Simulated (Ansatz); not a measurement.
Relaxed sheet of SnO:

```
CELL_PARAMETERS angstrom
3.82056 -0.00001 0.00000
0.00001 3.82056 0.00000
0.00000 0.00000 30.63492
ATOMIC_POSITIONS crystal
Sn 0.75000 0.25000 0.46142
O 0.25000 0.25000 0.50000
O 0.75000 0.75000 0.50000
Sn 0.25000 0.75000 0.53858
```

Computed with DFT PBE+D3(BJ), scalar-relativistic, plane waves, PAW in Ansatz. Settings: cutoff 420 eV, Γ-centred mesh 6×6×1 on the computed 4-atom cell, Gaussian smearing of 0.02 eV; no spin polarisation. No periodic images along c.

Atoms relax at each strain; stress is positive in compression. Unstrained: gap 3.11 eV, thickness 2.364 Å.

Question: How does it respond to strain along x (y held) of -2, +2, +5 %?

Answer:
```json
{"strain (%)": "-2", "ΔE (meV/cell)": "6.8", "σxx (N/m)": "0.77", "σyy (N/m)": "0.81", "gap": "3.05 eV", "thickness (Å)": "2.388"}
{"strain (%)": "+2", "ΔE (meV/cell)": "6.6", "σxx (N/m)": "-0.70", "σyy (N/m)": "-0.73", "gap": "2.99 eV", "thickness (Å)": "2.339"}
{"strain (%)": "+5", "ΔE (meV/cell)": "38.7", "σxx (N/m)": "-1.63", "σyy (N/m)": "-1.64", "gap": "2.78 eV", "thickness (Å)": "2.299"}
```

Cost: 4 runs of about 2.8 core-minutes in all, on Intel Xeon 6975P-C (Granite Rapids) (shared hosts).